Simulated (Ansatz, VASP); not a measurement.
GaSb3 in VASP and in Ansatz

```
Ga Sb
1.0
     0.00000    3.91410    3.57835
     3.57835    0.00000    3.57835
     3.57835    3.91410    0.00000
Ga Sb
1 3
Cartesian
  0.0000 -0.0414 0.0000
  1.7892 1.9541 1.7892
  5.3675 5.8682 5.3675
  3.5783 3.9614 3.5783
```

Alike in both runs: task single point; functional PBE; k mesh 10 × 10 × 10; occupations gaussian, width 0.1 eV; no spin polarisation.

|  | VASP | Ansatz |
| --- | --- | --- |
| version | VASP 6.6.1 | Ansatz 0.2.0 |
| potentials or method | VASP PAW PBE potentials, release 64 (Ga_d, Sb) | scalar-relativistic, plane waves, PAW |
| plane-wave cutoff (eV) | 520 | 420 |
| valence electrons in the cell | 28 | 58 |

```csv
,VASP,Ansatz,Ansatz less VASP
gap on the k mesh at the Fermi level (eV),none,none,-
pressure (GPa),1.5,1.6,+0.08
largest component of the traceless stress (GPa),1.50,1.50,-0.003
rms of the force components (eV/Å),0.052,0.052,-0.0006
```

Atom by atom the forces differ by 0.001 eV/Å (rms over components). A gap of «none» marks a metal or a gap that the smearing closes. The two sets of potentials don't hold the same shells in valence.

Spin-orbit coupling is left out, which matters for the levels of Sb.
